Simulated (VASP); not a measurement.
Input of a VASP 6.6.1 run:

Contents of INCAR:

```
PREC = Accurate
ENCUT = 520
EDIFF = 1E-7
ISMEAR = 0
SIGMA = 0.1
LREAL = F
LASPH = T
NELM = 100
ALGO = Fast
ISIF = 2
LWAVE = F
LCHARG = T
GGA = PE
LELF = T
LVHAR = T
NBANDS = 10
```

File KPOINTS:

```
regular mesh
0
Gamma
  18 18 18
```

File POSCAR:

```
Ir
1.0
    0.0000000000      1.9154190690      1.9154190690
    1.8321232860      0.0601058070      1.8553132620
    1.8755469000      1.8987368760      0.0166821930
Ir
1
Direct
    0.0000000000      0.0000000000      0.0000000000
```

Potentials or basis: VASP PAW PBE potentials, release 64 (Ir).

Run with:

```bash
$ cat potpaw_PBE.64/Ir/POTCAR > POTCAR
$ mpirun -np 1 vasp_std > vasp.out
```

(1) Estimate the pressure.

(2) What does it give for the band gap on the k mesh?

Results:

(1) 50.1 GPa.

(2) none (metal or under the smearing width).

Caveat: so large a pressure means that the cell lies far from this level's equilibrium, or that cutoff or potentials fall short.
